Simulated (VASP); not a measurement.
SnO2 (Cassiterite):

```
CELL_PARAMETERS angstrom
4.73800 0.00000 0.00000
0.00000 4.73800 0.00000
0.00000 0.00000 3.18650
ATOMIC_POSITIONS crystal
Sn 0.50000 0.50000 0.50000
Sn 0.00000 0.00000 0.00000
O 0.80710 0.19290 0.50000
O 0.69290 0.69290 0.00000
O 0.19290 0.80710 0.50000
O 0.30710 0.30710 0.00000
```

Program: VASP 6.6.1. Alike in all runs: potentials or basis VASP PAW PBE potentials, release 64 (Sn_d, O); cell as given; cutoff (eV) 520. Hardware: 1 thread of AMD EPYC 9R45 (Zen 5), with other jobs on the host.

Problem. Order these runs on this cell by their wall time, lowest first.
A. task band structure; level r2SCAN; spin off; k mesh 6 × 6 × 8; smearing fermi-dirac 0.05 eV; mesh quality not flagged
B. task single point; level PBE; spin off; k mesh 6 × 6 × 8; smearing gaussian 0.012 eV; mesh quality not flagged
C. task band structure; level r2SCAN; spin SOC, no magnetisation; k mesh 4 × 4 × 5; smearing fermi-dirac 0.05 eV; mesh quality coarse

Solution. B (55 s), A (590 s), C (2100 s).

Caveats: some runs use coarse meshes.
